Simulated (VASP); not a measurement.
# From VASP inputs to Ansatz: TiO2 (strained fluorite)

INCAR

```
ISIF = 2
LREAL = .FALSE.
ENCUT = 520
LASPH = .TRUE.
IBRION = -1
LCHARG = .FALSE.
ISMEAR = 0
METAGGA = R2SCAN
SIGMA = 0.01
ALGO = Normal
NELM = 120
NSW = 0
EDIFF = 1E-7
NBANDS = 19
LWAVE = .FALSE.
PREC = Accurate
```

KPOINTS

```
KPOINTS created by Atomic Simulation Environment
0
Gamma
10 10 10
0 0 0
```

KPOINTS_OPT

```
special points
7
Reciprocal
0.0000000000 0.0000000000 0.0000000000 1
0.5000000000 0.0000000000 0.5000000000 1
0.6250000000 0.2500000000 0.6250000000 1
0.3750000000 0.3750000000 0.7500000000 1
0.5000000000 0.5000000000 0.5000000000 1
0.5000000000 0.2500000000 0.7500000000 1
0.5000000000 0.5000000000 0.0000000000 1
```

POSCAR

```
Ti O
 1.0000000000000000
     0.0000000000000000    2.4447638030999999    2.3860587843999999
     2.4447638030999999    0.0000000000000000    2.3860587843999999
     2.4447638030999999    2.4447638030999999    0.0000000000000000
 Ti  O
   1   2
Cartesian
  0.0000000000000000  0.0000000000000000  0.0000000000000000
  1.2223819015499999  1.2223819015499999  1.1930293921999999
  3.6671457046499998  3.6671457046499998  3.5790881766000004
```

VASP ran with the recommended PBE PAW datasets (24 valence electrons in the cell).

Translate these files to an Ansatz input.



```yaml
crystal:
  lattice:
    - [0.0, 2.4447638031, 2.3860587844]
    - [2.4447638031, 0.0, 2.3860587844]
    - [2.4447638031, 2.4447638031, 0.0]
  atoms:
    - { symbol: Ti, position: [0.0, 0.0, 0.0] }
    - { symbol: O, position: [0.25, 0.25, 0.25] }
    - { symbol: O, position: [0.75, 0.75, 0.75] }
kpoints:
  mp_grid: { grid: [10, 10, 10] }
  band_path:
    path:
      - [0.0, 0.0, 0.0]
      - [0.5, 0.0, 0.5]
      - [0.625, 0.25, 0.625]
      - [0.375, 0.375, 0.75]
      - [0.5, 0.5, 0.5]
      - [0.5, 0.25, 0.75]
      - [0.5, 0.5, 0.0]
    npoints: 1
hamiltonian:
  xc: r2scan
scf:
  occupations: { method: fixed }
  n_extra_bands: 4
output:
  forces: true
  stress: true
  eigenvalues: true
  write_density: true
  write_potential: true
  elf: true
  volumetric_format: npy
```

Other inputs would serve too.

|  | VASP | Ansatz |
| --- | --- | --- |
| gap between bands v and c | 1.25 eV | 1.22 eV |
| least direct gap | 1.97 eV | 1.93 eV |
| pressure | -7.6 GPa | -8.9 GPa |

The two codes use different PAW datasets and cutoffs. VASP's cell holds 24 valence electrons and Ansatz's 24. Ansatz's stress includes a Pulay correction; VASP's doesn't.
